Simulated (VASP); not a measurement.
# In (I4/mmm) in VASP: a series of runs, part 2 of 2

VASP 6.6.1. Earlier steps stand in the parts before.

**4. Equation of state, PBE+D3(BJ), 25.00 Å³/atom (a relaxed cell with its volume scaled by 0.96)**

File INCAR:

```
SYSTEM = In
PREC = Accurate ; ENCUT = 520
EDIFF = 1E-6 ; ISMEAR = -1
SIGMA = 0.05 ; LREAL = .FALSE.
LASPH = .TRUE. ; NELM = 100
ALGO = Normal ; ISIF = 2
LWAVE = .FALSE. ; LCHARG = .FALSE.
GGA = PE ; IVDW = 12
```

File KPOINTS:

```
Automatic mesh
0
G
  10 10 10
  0 0 0
```

File POSCAR:

```
In                                      
1.0
   -1.6398719760      1.6398719760      2.3241883993
    1.6398719760     -1.6398719760      2.3241883993
    1.6398719760      1.6398719760     -2.3241883993
  In            
     1
Direct
     0.0000000000000000    0.0000000000000000    0.0000000000000000
```

Potentials or basis: VASP PAW PBE potentials, release 64 (In_d).

Started as:

```sh
> cat potpaw_PBE.64/In_d/POTCAR > POTCAR
> mpirun -np 1 vasp_std > vasp.out
```

OUTCAR:

```text
SYSTEM = In
   PREC = Accurate
   ENCUT = 520
   EDIFF = 1E-6
   ISMEAR = -1
   LREAL = .FALSE.
   LASPH = .TRUE.
   NELM = 100
   ISIF = 2
   GGA = PE
   IVDW = 12
 IVDW          = 12

 ion  position               nearest neighbor table
   1  0.000  0.000  0.000-

  LATTYP: Found a body centered tetragonal cell.
 ALAT       =     3.2797439520
 C/A-ratio  =     1.4172986875

  Lattice vectors:

 A1 = (  -1.6398719760,   1.6398719760,   2.3241883993)
 A2 = (   1.6398719760,  -1.6398719760,   2.3241883993)
[... 494 lines left out ...]

------------------------ aborting loop because EDIFF is reached ----------------------------------------

 Edisp (eV)   -0.35441

 E8    (eV) :    -0.1770

  FORCE on cell =-STRESS in cart. coord.  units (eV):
  Direction    XX          YY          ZZ          XY          YZ          ZX
  --------------------------------------------------------------------------------------
  -------------------------------------------------------------------------------------
  Total       0.29771     0.29771     0.29299     0.00000     0.00000     0.00000
  in kB      19.07882    19.07882    18.77667     0.00000     0.00000     0.00000
  external pressure =       18.98 kB  Pullay stress =        0.00 kB

 VOLUME and BASIS-vectors are now :
 -----------------------------------------------------------------------------
  energy-cutoff  :      520.00
  volume of cell :       25.00
      direct lattice vectors                 reciprocal lattice vectors
    -1.639871976  1.639871976  2.324188399     0.000000000  0.304901850  0.215128860
     1.639871976 -1.639871976  2.324188399     0.304901850  0.000000000  0.215128860
     1.639871976  1.639871976 -2.324188399     0.304901850  0.304901850  0.000000000

 POSITION                                       TOTAL-FORCE (eV/Angst)
 -----------------------------------------------------------------------------------
      0.00000      0.00000      0.00000        -0.000000     -0.000000      0.000000
 -----------------------------------------------------------------------------------
    total drift:                               -0.000000      0.000000     -0.000000

  FREE ENERGIE OF THE ION-ELECTRON SYSTEM (eV)
  ---------------------------------------------------
  free  energy   TOTEN  =        -2.9021993027 eV

  energy  without entropy=       -2.9002523455  energy(sigma->0) =       -2.90122582
```

OSZICAR:

```text
N       E                     dE             d eps       ncg     rms          rms(c)
DAV:   1     0.718251780212E+02    0.71825E+02   -0.65733E+03  2044   0.167E+03
DAV:   2     0.227673520680E+00   -0.71598E+02   -0.70378E+02  2086   0.296E+02
DAV:   3    -0.251767491665E+01   -0.27453E+01   -0.27361E+01  2406   0.657E+01
DAV:   4    -0.257597965939E+01   -0.58305E-01   -0.58290E-01  2504   0.973E+00
DAV:   5    -0.257878317048E+01   -0.28035E-02   -0.28034E-02  2464   0.174E+00    0.253E+00
DAV:   6    -0.255336518014E+01    0.25418E-01   -0.47541E-02  2358   0.495E+00    0.126E+00
DAV:   7    -0.254814030186E+01    0.52249E-02   -0.15227E-02  2408   0.262E+00    0.276E-01
DAV:   8    -0.254778303746E+01    0.35726E-03   -0.87717E-04  2596   0.591E-01    0.356E-02
DAV:   9    -0.254778693565E+01   -0.38982E-05   -0.12625E-05  2678   0.577E-02    0.150E-02
DAV:  10    -0.254778798265E+01   -0.10470E-05   -0.13743E-06  1660   0.166E-02    0.184E-03
DAV:  11    -0.254778795946E+01    0.23193E-07   -0.21887E-07  1160   0.947E-03
   1 F= -.29021993E+01 E0= -.29012258E+01  d E =-.194696E-02
```

stdout:

```text
POSCAR found type information on POSCAR In
 POSCAR found :  1 types and       1 ions
 scaLAPACK will be used
 LDA part: xc-table for (Slater+PW92), standard interpolation
 POSCAR, INCAR and KPOINTS ok, starting setup
 FFT: planning ... GRIDC
 FFT: planning ... GRID_SOFT
 FFT: planning ... GRID
 WAVECAR not read
 entering main loop
```

Run time: 10 s. Hardware: 1 thread of Intel Xeon Platinum 8259CL at 2.50GHz (Skylake/Cascade Lake), shared host; peak memory 0.16 GiB.

What came out:

```yaml
Free_energy: -2.9022 eV
Pressure: 1.9 GPa
Band_gap_on_the_k_mesh: none (metal or under the smearing width)
Dispersion_energy_per_atom: -0.354 eV
```

Caveat: pairwise dispersion overbinds metals, which lowers pressure and volume.

**5. Equation of state, PBE+D3(BJ), 25.52 Å³/atom (a relaxed cell with its volume scaled by 0.98)**

INCAR is that of step 4.

KPOINTS is that of step 4.

File POSCAR:

```
In                                      
1.0
   -1.6511817953      1.6511817953      2.3402177913
    1.6511817953     -1.6511817953      2.3402177913
    1.6511817953      1.6511817953     -2.3402177913
  In            
     1
Direct
     0.0000000000000000    0.0000000000000000    0.0000000000000000
```

Started as:

```sh
> cat potpaw_PBE.64/In_d/POTCAR > POTCAR
> mpirun -np 1 vasp_std > vasp.out
```

Wall time 20 s (1 thread of Intel Xeon Platinum 8259CL at 2.50GHz (Skylake/Cascade Lake), shared host); peak memory 0.18 GiB.

Results (log left out):

* Free energy: -2.9069 eV
* Pressure: 0.9 GPa
* Band gap on the k mesh: none (metal or under the smearing width)
* Dispersion energy per atom: -0.347 eV

Caveat: pairwise dispersion overbinds metals, which lowers pressure and volume.

**6. Equation of state, PBE+D3(BJ), 26.04 Å³/atom**

INCAR is that of step 5.

KPOINTS is that of step 5.

File POSCAR:

```
In                                      
1.0
   -1.6623387675      1.6623387675      2.3560305534
    1.6623387675     -1.6623387675      2.3560305534
    1.6623387675      1.6623387675     -2.3560305534
  In            
     1
Direct
     0.0000000000000000    0.0000000000000000    0.0000000000000000
```

Potentials or basis: VASP PAW PBE potentials, release 64 (In_d).

Started as:

```sh
> cat potpaw_PBE.64/In_d/POTCAR > POTCAR
> mpirun -np 1 vasp_std > vasp.out
```

It took 20 s on 1 thread of Intel Xeon Platinum 8259CL at 2.50GHz (Skylake/Cascade Lake), shared host; peak memory 0.18 GiB.

Results (log left out):

| Item | Value |
| --- | --- |
| Free energy | -2.9085 eV |
| Pressure | -0.1 GPa |
| Band gap on the k mesh | none (metal or under the smearing width) |
| Dispersion energy per atom | -0.340 eV |

Caveat: pairwise dispersion overbinds metals, which lowers pressure and volume.

**7. Equation of state, PBE+D3(BJ), 26.56 Å³/atom (a relaxed cell with its volume scaled by 1.02)**

INCAR is that of step 6.

KPOINTS is that of step 6.

File POSCAR:

```
In                                      
1.0
   -1.6733479543      1.6733479543      2.3716338595
    1.6733479543     -1.6733479543      2.3716338595
    1.6733479543      1.6733479543     -2.3716338595
  In            
     1
Direct
     0.0000000000000000    0.0000000000000000    0.0000000000000000
```

Started as:

```sh
> cat potpaw_PBE.64/In_d/POTCAR > POTCAR
> mpirun -np 1 vasp_std > vasp.out
```

It took 21 s on 1 thread of Intel Xeon Platinum 8259CL at 2.50GHz (Skylake/Cascade Lake), shared host; peak memory 0.18 GiB.

The run converged. Its results:

* Free energy: -2.9071 eV
* Pressure: -0.9 GPa
* Band gap on the k mesh: none (metal or under the smearing width)
* Dispersion energy per atom: -0.333 eV

Caveat: pairwise dispersion overbinds metals, which lowers pressure and volume.

**8. Equation of state, PBE+D3(BJ), 27.08 Å³/atom (a relaxed cell with its volume scaled by 1.04)**

INCAR is that of step 7.

KPOINTS is that of step 7.

File POSCAR:

```
In                                      
1.0
   -1.6842141546      1.6842141546      2.3870345108
    1.6842141546     -1.6842141546      2.3870345108
    1.6842141546      1.6842141546     -2.3870345108
  In            
     1
Direct
     0.0000000000000000    0.0000000000000000    0.0000000000000000
```

Started as:

```sh
> cat potpaw_PBE.64/In_d/POTCAR > POTCAR
> mpirun -np 1 vasp_std > vasp.out
```

Wall time 22 s (1 thread of Intel Xeon Platinum 8259CL at 2.50GHz (Skylake/Cascade Lake), shared host); peak memory 0.18 GiB.

It converged, with:

| Quantity | Value |
| --- | --- |
| Free energy | -2.9033 eV |
| Pressure | -1.6 GPa |
| Band gap on the k mesh | none (metal or under the smearing width) |
| Dispersion energy per atom | -0.326 eV |

Caveat: pairwise dispersion overbinds metals, which lowers pressure and volume.

**9. Equation of state, PBE+D3(BJ)**

Potentials or basis: VASP PAW PBE potentials, release 64 (In_d).

This step only gathers the single runs of the series.

Results:

| Item | Value |
| --- | --- |
| Equilibrium volume | 26.05 Å³/atom |
| Bulk modulus at fixed shape and positions | 44 GPa |
| Pressure derivative of the bulk modulus | 5.1 (rough: it moves with the points fitted) |

Energy against volume, from the lowest point:
| volume (Å³/atom) | energy (meV/atom) |
| --- | --- |
| 25.001 | 6.27 |
| 25.521 | 1.52 |
| 26.042 | 0.00 |
| 26.563 | 1.33 |
| 27.084 | 5.19 |

Caveat: the cell was scaled at fixed shape and fractional positions, which overstates the stiffness of a crystal with free parameters, most of all of layers and chains.
